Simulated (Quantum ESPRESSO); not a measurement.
Ge:

```
CELL_PARAMETERS angstrom
1.39715 -2.60052 0.00000
1.39715 2.60052 0.00000
0.00000 0.00000 2.69823
ATOMIC_POSITIONS crystal
Ge 0.50000 0.50000 0.00000
```

This isn't the form of Ge at room conditions, which is diamond.

Base run:

| Quantity | Value |
| --- | --- |
| Program | Quantum ESPRESSO 7.5 |
| Functional | PBEsol |
| Potentials or basis | GBRV 1.5 PBEsol |
| Cutoff | 612 eV |
| Density cutoff | 4898 eV |
| k mesh | 11 × 11 × 10 |
| Occupations | fermi-dirac, width 0.05 eV |
| Spin | no spin polarisation |

Its results: band gap on the k mesh none (metal or under the smearing width); pressure -4.3 GPa.

Q: The run is repeated on the same cell with these changes: functional from PBEsol to LDA; potentials or basis from GBRV 1.5 PBEsol to GBRV 1.5 LDA. What comes out?

A: Band gap on the k mesh none (metal or under the smearing width); pressure -5.8 GPa.
